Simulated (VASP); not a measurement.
# SnSe (Fm-3m) in VASP: a series of runs

One crystal, SnSe, is run at these levels: PBEsol; tasks: relaxation of cell and atoms.

Everything below comes from runs of VASP 6.6.1. Logs are shortened: lines on timing, memory, paths and dates and some standing lists are left out, and cuts for length are marked.

## 1. The structure

It takes space group Fm-3m (No. 225, cubic). The conventional cell has a = 6.020 Å, b = 6.020 Å, c = 6.020 Å, α = 90.00°, β = 90.00°, γ = 90.00°. Sn (site symmetry m-3m) has 6 Se at 3.01 Å as nearest neighbours. Se (site symmetry m-3m) is surrounded by 6 Sn at 3.01 Å.

Measurements of this composition are mostly on another form, of space group No. 62.

## 2. Relaxation of cell and atoms, PBEsol

File INCAR:

```
ALGO     = Normal         # electronic algorithm
EDIFF    = 1E-6           # SCF threshold, eV
EDIFFG   = -0.01          # ionic threshold
ENCUT    = 600            # plane-wave cutoff, eV
GGA      = PS             # functional
IBRION   = 2              # ionic algorithm
ISIF     = 3              # what is computed and relaxed
ISMEAR   = 0              # smearing method
LASPH    = True           # aspherical terms in the spheres
LCHARG   = False          # write CHGCAR
LREAL    = False          # projectors in reciprocal space
LWAVE    = False          # write WAVECAR
NELM     = 80             # most SCF steps
NSW      = 90             # ionic steps
PREC     = Accurate       # precision mode
SIGMA    = 0.03           # smearing width, eV
```

File KPOINTS:

```
k-points
0
Gamma
  10 10 10
```

File POSCAR:

```
SnSe
1.0
    0.0000000000      3.0100000000      3.0100000000
    3.0100000000      0.0000000000      3.0100000000
    3.0100000000      3.0100000000      0.0000000000
Sn Se
1 1
Direct
    0.0000000000      0.0000000000      0.0000000000
    0.5000000000      0.5000000000      0.5000000000
```

Potentials or basis: VASP PAW PBE potentials, release 64 (Sn_d, Se).

The run is started by

```sh
$ cat potpaw_PBE.64/Sn_d/POTCAR potpaw_PBE.64/Se/POTCAR > POTCAR
$ mpirun -np 1 vasp_std > vasp.out
```

OUTCAR:

```text
EDIFF = 1E-6
   EDIFFG = -0.01
   ENCUT = 600
   GGA = PS
   IBRION = 2
   ISIF = 3
   ISMEAR = 0
   LASPH = True
   LREAL = False
   NELM = 80
   NSW = 90
   PREC = Accurate

 ion  position               nearest neighbor table
   1  0.000  0.000  0.000-   2 3.01   2 3.01   2 3.01   2 3.01   2 3.01   2 3.01
   2  0.500  0.500  0.500-   1 3.01   1 3.01   1 3.01   1 3.01   1 3.01   1 3.01

  LATTYP: Found a face centered cubic cell.
 ALAT       =     6.0200000000

  Lattice vectors:

 A1 = (   0.0000000000,   3.0100000000,   3.0100000000)
 A2 = (   3.0100000000,   0.0000000000,   3.0100000000)
 A3 = (   3.0100000000,   3.0100000000,   0.0000000000)

Analysis of symmetry for initial positions (statically):
=====================================================================
 Subroutine PRICEL returns:
 Original cell was already a primitive cell.

 Routine SETGRP: Setting up the symmetry group for a
 face centered cubic supercell.

 Subroutine GETGRP returns: Found 48 space group operations
 (whereof 48 operations were pure point group operations)
 out of a pool of 48 trial point group operations.

The static configuration has the point symmetry O_h .

Analysis of symmetry for dynamics (positions and initial velocities):
=====================================================================
 Subroutine PRICEL returns:
 Original cell was already a primitive cell.

 Routine SETGRP: Setting up the symmetry group for a
 face centered cubic supercell.

 Subroutine GETGRP returns: Found 48 space group operations
 (whereof 48 operations were pure point group operations)
 out of a pool of 48 trial point group operations.

The dynamic configuration has the point symmetry O_h .

 Subroutine INISYM returns: Found 48 space group operations
 (whereof 48 operations are pure point group operations),
 and found     1 'primitive' translations

----------------------------------------------------------------------------------------

                                     Primitive cell

  volume of cell :      54.5418

  direct lattice vectors                    reciprocal lattice vectors
     0.000000000  3.010000000  3.010000000    -0.166112957  0.166112957  0.166112957
     3.010000000  0.000000000  3.010000000     0.166112957 -0.166112957  0.166112957
     3.010000000  3.010000000  0.000000000     0.166112957  0.166112957 -0.166112957

  length of vectors
     4.256782823  4.256782823  4.256782823     0.287716081  0.287716081  0.287716081

  position of ions in fractional coordinates (direct lattice)
     0.000000000  0.000000000  0.000000000
     0.500000000  0.500000000  0.500000000

  ion indices of the primitive-cell ions
   primitive index   ion index
                 1           1
                 2           2

----------------------------------------------------------------------------------------

 KPOINTS: k-points

Automatic generation of k-mesh.
 Grid dimensions read from file:
 generate k-points for:   10   10   10

 Generating k-lattice:

  Cartesian coordinates                     Fractional coordinates (reciprocal lattice)
    -0.016611296  0.016611296  0.016611296     0.100000000  0.000000000  0.000000000
     0.016611296 -0.016611296  0.016611296     0.000000000  0.100000000  0.000000000
     0.016611296  0.016611296 -0.016611296     0.000000000  0.000000000  0.100000000

  Length of vectors
     0.028771608  0.028771608  0.028771608

  Shift w.r.t. Gamma in fractional coordinates (k-lattice)
     0.000000000  0.000000000  0.000000000

 Subroutine IBZKPT returns following result:
 ===========================================

 Found     47 irreducible k-points:

 Following reciprocal coordinates:
            Coordinates               Weight
  0.000000  0.000000  0.000000      1.000000
  0.100000  0.000000  0.000000      8.000000
  0.200000  0.000000  0.000000      8.000000
  0.300000  0.000000  0.000000      8.000000
  0.400000  0.000000  0.000000      8.000000
  0.500000  0.000000  0.000000      4.000000
[... 16 lines left out ...]
  0.300000  0.300000  0.000000      6.000000
  0.400000  0.300000  0.000000     24.000000
 [... further k-points ...]
   k-points           NKPTS =     47   k-points in BZ     NKDIM =     47   number of bands    NBANDS=     14
   number of dos      NEDOS =    301   number of ions     NIONS =      2
   total plane-waves  NPLWV =  46656
   dimension x,y,z NGX =    36 NGY =   36 NGZ =   36
   dimension x,y,z NGXF=    72 NGYF=   72 NGZF=   72
   ions per type =               1   1
   NGX,Y,Z   is equivalent  to a cutoff of  14.06, 14.06, 14.06 a.u.
   NGXF,Y,Z  is equivalent  to a cutoff of  28.12, 28.12, 28.12 a.u.
 SYSTEM =  unknown system
   PREC   = accura    normal or accurate (medium, high low for compatibility)
   ISTART =      0    job   : 0-new  1-cont  2-samecut
   ICHARG =      2    charge: 1-file 2-atom 10-const
   ISPIN  =      1    spin polarized calculation?
   LNONCOLLINEAR =      F non collinear calculations
   LSORBIT =      F    spin-orbit coupling
   LASPH  =      T    aspherical Exc in radial PAW
   ENCUT  =  600.0 eV  44.10 Ry    6.64 a.u.   8.50  8.50  8.50*2*pi/ulx,y,z
   NELM   =     80;   NELMIN=  2; NELMDL= -5     # of ELM steps
   EDIFF  = 0.1E-05   stopping-criterion for ELM
   LREAL  =      F    real-space projection
   EDIFFG = -.1E-01   stopping-criterion for IOM
   NSW    =     90    number of steps for IOM
   IBRION =      2    ionic relax: 0-MD 1-quasi-New 2-CG
   NFREE  =      1    steps in history (QN), initial steepest desc. (CG)
   ISIF   =      3    stress and relaxation
   ISYM   =      2    0-nonsym 1-usesym 2-fastsym
   POTIM  = 0.5000    time-step for ionic-motion
   TEBEG  =    0.0;   TEEND  =   0.0 temperature during run
   PSTRESS=    0.0 pullay stress
   NELECT =      20.0000    total number of electrons
   NUPDOWN=      -1.0000    fix difference up-down
   EMIN   =  10.00;   EMAX   =-10.00  energy-range for DOS
   EFERMI =   0.00;   METHOD = LEGACY
   ISMEAR =     0;   SIGMA  =   0.03  broadening in eV -4-tet -1-fermi 0-gaus
   EFERMI_NEDOS =   21; number of points for ismear=-14 and -15
   IALGO  =     38    algorithm
   IMIX   =      4    mixing-type and parameters
     AMIX     =   0.40;   BMIX     =  1.00
     AMIX_MAG =   1.60;   BMIX_MAG =  1.00
  volume/ion in A,a.u.               =      27.27       184.03
  Fermi-wavevector in a.u.,A,eV,Ry     =   1.171768  2.214321 18.681350  1.373040
  Thomas-Fermi vector in A             =   2.308207
   LORBIT       =      0    0 simple, 1 ext, 2 COOP (PROOUT), +10 PAW based schemes
   GGA     = PS    functional components
   LHFCALC =     F    Hartree Fock is set to
   AEXX    =    0.0000 exact exchange contribution
   IVDW    =     0    specifies the selected vdW correction
   LEPSILON=     F    determine dielectric tensor
   LRPA    =     F    only Hartree local field effects (RPA)
 conjugate gradient relaxation of ions
 non-spin polarized calculation
 Gauss-broadening in eV      SIGMA  =   0.03
  energy-cutoff  :      600.00
  volume of cell :       54.54
 maximum number of plane-waves:      1849
 NGX is ok and might be reduce to    36
   NGX = 17   NGY = 17   NGZ = 17

--------------------------------------- Ionic step        1  -------------------------------------------

 number of electron      19.9999999 magnetization

 Free energy of the ion-electron system (eV)
  ---------------------------------------------------
  ext. energy  EPLUGINS =         0.00000000
  ---------------------------------------------------
  free energy    TOTEN  =        -8.96769088 eV

  energy without entropy =       -8.96769088  energy(sigma->0) =       -8.96769088

------------------------ aborting loop because EDIFF is reached ----------------------------------------

  FORCE on cell =-STRESS in cart. coord.  units (eV):
  Direction    XX          YY          ZZ          XY          YZ          ZX
  --------------------------------------------------------------------------------------
  -------------------------------------------------------------------------------------
  Total       -0.6101205     -0.6101205     -0.6101205     -0.0000000      0.0000000     -0.0000000
  in kB      -17.9224213    -17.9224213    -17.9224213     -0.0000000      0.0000000     -0.0000000
  external PRESSURE =     -17.9224213 kB  Pullay stress =       0.0000000 kB
[... 57 lines left out ...]
  energy  without entropy=       -8.9772536281  energy(sigma->0) =       -8.97725363

--------------------------------------- Ionic step        3  -------------------------------------------

 number of electron      19.9999998 magnetization

 Free energy of the ion-electron system (eV)
  ---------------------------------------------------
  ext. energy  EPLUGINS =         0.00000000
  ---------------------------------------------------
  free energy    TOTEN  =        -8.97822035 eV

  energy without entropy =       -8.97822035  energy(sigma->0) =       -8.97822035

 E-fermi :   5.9545     XC(G=0):  -9.9297

 val. band max:        5.7924257456   @ k =  -0.2000   0.2000   0.0000
 cond. band min:       6.2696327097   @ k =  -0.4000   0.1000   0.0000
 fundamental gap:      0.4772069640
 Fermi energy:         5.9544504973

 k-point     1 :       0.0000    0.0000    0.0000
  band No.  band energies     occupation
      1     -15.6498      2.00000
      2     -15.6498      2.00000
      3     -15.6491      2.00000
      4     -15.6491      2.00000
      5     -15.6491      2.00000
      6      -8.2843      2.00000
      7       0.8337      2.00000
      8       3.5497      2.00000
      9       3.5497      2.00000
     10       3.5497      2.00000
     11      10.2426      0.00000
     12      10.2426      0.00000
     13      10.2426      0.00000
     14      11.5913      0.00000
[... 375 lines left out ...]
 k-point    24 :       0.4000    0.3000    0.0000
  band No.  band energies     occupation
      1     -15.6744      2.00000
      2     -15.6541      2.00000
      3     -15.6442      2.00000
      4     -15.6333      2.00000
      5     -15.6324      2.00000
      6      -7.2666      2.00000
      7      -1.0539      2.00000
      8       1.8962      2.00000
      9       2.3662      2.00000
     10       2.7633      2.00000
     11       9.1181      0.00000
     12       9.7677      0.00000
     13      10.4419      0.00000
     14      10.8464      0.00000

 [... further k-points ...]

------------------------ aborting loop because EDIFF is reached ----------------------------------------

  FORCE on cell =-STRESS in cart. coord.  units (eV):
  Direction    XX          YY          ZZ          XY          YZ          ZX
  --------------------------------------------------------------------------------------
  -------------------------------------------------------------------------------------
  Total        0.0025714      0.0025714      0.0025714      0.0000000      0.0000000      0.0000000
  in kB        0.0781661      0.0781661      0.0781661      0.0000000      0.0000000      0.0000000
  external PRESSURE =       0.0781661 kB  Pullay stress =       0.0000000 kB
[... 17 lines left out ...]
  FREE ENERGIE OF THE ION-ELECTRON SYSTEM (eV)
  ---------------------------------------------------
  free  energy   TOTEN  =        -8.9782203493 eV

  energy  without entropy=       -8.9782203493  energy(sigma->0) =       -8.97822035

 reached required accuracy - stopping structural energy minimisation
```

Run time: 58 s. Hardware: 1 thread of Intel Xeon Platinum 8375C at 2.90GHz (Ice Lake), shared host; peak memory 0.24 GiB.

What came out:

```
Free energy                            : -8.9782 eV
Relaxed volume                         : 26.35 Å³/atom
Relaxed cell                           : a = 4.208 Å, b = 4.208 Å, c = 4.208 Å, α = 60.00°, β = 60.00°, γ = 60.00°
Space group after relaxing (to 0.05 Å) : Fm-3m (No. 225)
Energy gained by relaxing              : 5.3 meV/atom
Ionic steps                            : 3
Pressure after relaxing                : 0.0 GPa
Band gap on the k mesh                 : 0.48 eV, indirect (least direct gap 0.58 eV)
```

Step by step:
```csv
step,energy change (eV),largest force (eV/Å),pressure (GPa),volume (Å³)
1,0.0000,0.0000,-1.79,54.54
2,-0.0096,0.0000,0.58,52.17
3,-0.0105,0.0000,0.01,52.71
```

Final structure:
```yaml
crystal:
  lattice:
    - [0.00000, 2.97584, 2.97584]
    - [2.97584, 0.00000, 2.97584]
    - [2.97584, 2.97584, 0.00000]
  atoms:
    - { symbol: Sn, position: [0.00000, 0.00000, 0.00000] }
    - { symbol: Se, position: [0.50000, 0.50000, 0.50000] }
```

Caveat: the PAW data sets were made with another functional, which shifts forces and pressure a little; spin-orbit coupling is left out, which moves the levels of the heavy elements. A k mesh can miss the band edges.

## 3. Relaxation of cell and atoms, PBEsol

This run uses another cell than the first one, of 26.35 Å³/atom, 0.966 times its volume.

Changes to INCAR since step 2:

```diff
@@ -1,4 +1,4 @@
 ALGO     = Normal         # electronic algorithm
-EDIFF    = 1E-6           # SCF threshold, eV
-EDIFFG   = -0.01          # ionic threshold
+EDIFF    = 1E-7           # SCF threshold, eV
+EDIFFG   = -0.005         # ionic threshold
 ENCUT    = 600            # plane-wave cutoff, eV
```

KPOINTS is that of step 2.

File POSCAR:

```
SnSe                                    
1.0
   -0.0000000000      2.9758393126      2.9758393126
    2.9758393126      0.0000000000      2.9758393126
    2.9758393126      2.9758393126     -0.0000000000
  Sn              Se            
     1     1
Direct
     0.0000000000000000    0.0000000000000000    0.0000000000000000
     0.5000000000000000    0.5000000000000000    0.5000000000000000
```

Potentials or basis: VASP PAW PBE potentials, release 64 (Sn_d, Se).

The run is started by

```sh
$ cat potpaw_PBE.64/Sn_d/POTCAR potpaw_PBE.64/Se/POTCAR > POTCAR
$ mpirun -np 1 vasp_std > vasp.out
```

Run time: 26 s. Hardware: 1 thread of Intel Xeon Platinum 8375C at 2.90GHz (Ice Lake), shared host; peak memory 0.23 GiB.

The run converged. Its results:

```yaml
Free_energy: -8.9781 eV
Pressure_after_relaxing: 0.0 GPa
Band_gap_on_the_k_mesh: 0.48 eV, indirect (least direct gap 0.58 eV)
```

Final structure:
```yaml
crystal:
  lattice:
    - [0.00000, 2.97584, 2.97584]
    - [2.97584, 0.00000, 2.97584]
    - [2.97584, 2.97584, 0.00000]
  atoms:
    - { symbol: Sn, position: [0.00000, 0.00000, 0.00000] }
    - { symbol: Se, position: [0.50000, 0.50000, 0.50000] }
```

Levels at points of the mesh, in eV from the valence-band top:
```
           k point  band 6  band 7  band 8  band 9  band 10  band 11  band 12  band 13  band 14
(0.00, 0.00, 0.00)  -14.08   -4.96   -2.24   -2.24    -2.24     4.45     4.45     4.45     5.80
(0.50, 0.00, 0.00)  -13.06   -8.22   -1.99   -1.99    -0.07     0.73     1.23     1.23     8.26
(0.50, 0.50, 0.00)  -12.74   -6.01   -5.71   -3.77    -3.77     2.84     5.55     5.55     6.19
```

Caveat: the relaxation stopped at its first step, so nothing moved; the PAW data sets were made with another functional, which shifts forces and pressure a little; spin-orbit coupling is left out, which moves the levels of the heavy elements. A k mesh can miss the band edges.
